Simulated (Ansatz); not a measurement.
Crystal: Sn.

```
Sn
1.0
     0.00000    3.23334    3.23334
     3.23334    0.00000    3.23334
     3.23334    3.23334    0.00000
Sn
2
Direct
  0.75000 0.75000 0.75000
  0.50000 0.50000 0.50000
```

This isn't the form of Sn at room conditions, which is tetragonal (white tin).

Program: Ansatz 0.2.0. Alike in all runs: potentials or basis Ansatz PAW; cell as given.

Task: Order these runs on this cell by their pressure, lowest first.
A. level r2SCAN; spin SOC, no magnetisation; k mesh 5 × 5 × 5; cutoff (eV) 500; smearing fermi-dirac 0.05 eV; points for each segment of the path 14
B. level LDA; spin off; k mesh 7 × 7 × 7; cutoff (eV) 420; smearing methfessel-paxton 0.1 eV
C. level RPBE; spin off; k mesh 7 × 7 × 7; cutoff (eV) 420; smearing gaussian 0.1 eV

Result: B (0.1 GPa), A (2.4 GPa), C (5.2 GPa).

Caveats: the PAW data sets come from PBE, with cores solved anew for the run's functional, which leaves a small shift of forces and pressure.

Runs at the PBE level aren't shown here.
